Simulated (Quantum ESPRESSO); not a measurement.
Wanted: the native input for a Quantum ESPRESSO 7.5 run.

```
Task                : single point
Functional          : PBEsol
Potentials or basis : GBRV 1.5 PBEsol
Cutoff              : 612 eV
Density cutoff      : 4898 eV
k mesh              : 8 × 8 × 8
Occupations         : fermi-dirac, width 0.05 eV
Spin                : no spin polarisation
Mixing beta         : 0.5
Most SCF iterations : 120
SCF threshold       : 2e-10 Ry
```

The system is Sb.

```
CELL_PARAMETERS angstrom
3.18307 -0.00916 -0.07927
-0.00916 3.13721 -0.05653
-0.07927 -0.05653 3.16292
ATOMIC_POSITIONS crystal
Sb 0.00350 0.00307 0.97826
```

The cell isn't the ideal one: cell strained at random at fixed volume.

These files were run (other wordings do the same):

pw.in

```
&CONTROL
  calculation = 'scf'
  prefix = 'pwscf'
  outdir = './tmp'
  pseudo_dir = './pseudo'
  tprnfor = .true.
  tstress = .true.
  disk_io = 'nowf'
/
&SYSTEM
  ibrav = 0
  nat = 1
  ntyp = 1
  ecutwfc = 45
  ecutrho = 360
  nbnd = 13
  occupations = 'smearing'
  smearing = 'fd'
  degauss = 0.00367493
/
&ELECTRONS
  conv_thr = 2d-10
  electron_maxstep = 120
  mixing_beta = 0.5
/
ATOMIC_SPECIES
Sb   121.7600 sb_pbesol_v1.4.uspp.F.UPF
CELL_PARAMETERS angstrom
   3.1830660000   -0.0091570000   -0.0792670000
  -0.0091570000    3.1372080000   -0.0565340000
  -0.0792670000   -0.0565340000    3.1629200000
ATOMIC_POSITIONS crystal
Sb     0.0035030000    0.0030650000   -0.0217410000
K_POINTS automatic
8 8 8 0 0 0
```

Potentials or basis: GBRV 1.5 PBEsol.

Command:

```bash
$ OMP_NUM_THREADS=1 mpirun -n 2 pw.x -nk 2 -in pw.in > pw.out
```

It gave:

```
Pressure               : -4.9 GPa
Band gap on the k mesh : none (metal or under the smearing width)
```

Wall time 16 s on 2 MPI ranks on Arm Neoverse V2 (shared host), peak memory 0.22 GiB a rank.
